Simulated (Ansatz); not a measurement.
# CdS (Hawleyite) under changes of volume

One of the cells (28.529 Å³/atom); the others are scaled copies at fixed shape and fractional positions:

```
CELL_PARAMETERS angstrom
0.00000 3.05559 3.05559
3.05559 0.00000 3.05559
3.05559 3.05559 0.00000
ATOMIC_POSITIONS crystal
Cd 0.00000 0.00000 0.00000
S 0.75000 0.75000 0.75000
```

```yaml
Program: Ansatz 0.2.0
Functional: RPBE
Potentials_or_basis: Ansatz PAW
Cutoff: "420 eV (not typed: the program's choice for these potentials)"
k_mesh: 8 × 8 × 8
Occupations: fermi-dirac, width 0.15 eV
Spin: no spin polarisation
```

```tsv
volume (Å³/atom)	energy over the lowest point (meV/atom)	pressure (GPa)	gap on the mesh (eV)
26.817	0.00	0.5	1.16
27.388	?	?	?
27.958	3.35	-1.4	1.06
28.529	9.65	-2.1	1.02
29.099	18.57	-2.8	0.97
29.670	29.83	-3.4	0.92
30.241	43.16	-4.0	0.88
```

Problem. What does the run at 27.388 Å³/atom give?

Solution. Energy over the lowest point 0.01 meV/atom; pressure -0.5 GPa; gap on the mesh 1.11 eV.

Worked out: A Birch-Murnaghan fit of order 3 (a polynomial in V^(-2/3)) to the other rows has its minimum at 27.10 Å³/atom with B0 = V·E''(V) = 47 GPa and B' = 4.7. It gives 0.01 meV/atom at 27.388 Å³/atom, against the run's 0.01, and -dE/dV = -0.5 GPa, against -0.5. A straight line through the other rows of the gap, of slope -2.34 eV per unit of ln V (its deformation potential), gives 1.11 eV, against the run's 1.11.

Energies are extrapolated to zero smearing.

Caveats: the PAW data sets come from PBE, with cores solved anew for the run's functional, which leaves a small shift of forces and pressure.

Spin-orbit coupling on Cd is left out.
